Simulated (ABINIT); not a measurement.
TiO2, 6 atoms in the cell. It takes space group P4_2/mnm (No. 136, tetragonal). The conventional cell has a = 4.600 Å, b = 4.600 Å, c = 2.959 Å, α = 90.00°, β = 90.00°, γ = 90.00°. Around Ti (site symmetry mmm) lie 6 O at 1.95 to 1.98 Å. Around O (site symmetry m2m) lie 3 Ti at 1.95 to 1.98 Å. The cell is a database's computed one.

* Program: ABINIT 10.8.3 (patched build)
* Task: single point
* Functional: PBE
* Potentials or basis: JTH PAW PBE v2.0
* Cutoff: 626 eV
* k mesh: 6 × 6 × 9
* Occupations: fermi-dirac, width 0.05 eV
* Spin: no spin polarisation
* Fine-grid cutoff: 1224.51 eV

Potentials or basis: JTH PAW PBE v2.0.

Launch:

```sh
$ abinit run.abi > log 2>&1
```

Hardware: 1 thread of Arm Neoverse V1 (shared host).

Q: Estimate the wall time of this run.

A: It took 3.4 min on 1 thread of Arm Neoverse V1 (shared host), peak memory 0.22 GiB. Counts: scf iterations 19, mpi ranks 1, k points 50, bands 29, plane waves 2256.
